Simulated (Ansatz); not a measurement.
# HfS2: the cost of one run

The runs shown are made with Ansatz 0.2.0. PAW datasets, plane waves, zero pressure. Computed at 0 K without zero-point motion; spin polarisation is off.

### Step 1. The structure to begin with

This is the cell as the run starts from it, not yet at rest; its lengths are not the crystal's.

Space group P-3m1 (No. 164), trigonal; conventional cell a = 4.079 Å, c = 6.233 Å, 29.94 Å³ an atom. Around Hf lie 6 S at 2.88 Å; around S lie 3 Hf at 2.88 Å.

The structure in full:

```cif
data_structure
_symmetry_space_group_name_H-M 'P-3m1'
_symmetry_Int_Tables_number 164
_cell_length_a 4.0793
_cell_length_b 4.0793
_cell_length_c 6.2326
_cell_angle_alpha 90.000
_cell_angle_beta 90.000
_cell_angle_gamma 120.000
_cell_volume 89.82
loop_
_atom_site_label
_atom_site_type_symbol
_atom_site_symmetry_multiplicity
_atom_site_Wyckoff_symbol
_atom_site_fract_x
_atom_site_fract_y
_atom_site_fract_z
_atom_site_occupancy
Hf1 Hf 1 a 0.00000 0.00000 0.00000 1
S1 S 2 d 0.33333 0.66667 0.26595 1
```

### Step 2. Relaxation with PBE-D3(BJ)

File input.yaml:

```yaml
crystal:
  lattice:
    - [4.07928512, 0.0, 0.0]
    - [-2.03964256, 3.5327645432, 0.0]
    - [0.0, 0.0, 6.232637344]
  atoms:
    - { symbol: Hf, position: [0.0, 0.0, 0.0] }
    - { symbol: S, position: [0.3333333333, 0.6666666667, 0.2659498027] }
    - { symbol: S, position: [0.6666666667, 0.3333333333, 0.7340501973] }
kpoints:
  mp_grid: { grid: [6, 6, 4] }
hamiltonian:
  xc: pbe
  dispersion: d3bj
scf:
  occupations: { method: fermi_dirac, width: 0.02 }
relax:
  f_tol: 0.005
  cell: {}
```

Launch:

```sh
$ ansatz run input.yaml --threads 4 --pin off --max-ram 7372MiB --backend cpu --events-out ev --progress --plain --runs-dir out
```

Q: Estimate wall time and peak memory on 4 threads of Intel Xeon Platinum 8488C (Sapphire Rapids), shared host.

About 3.8 s, with a peak of 0.5 GiB.
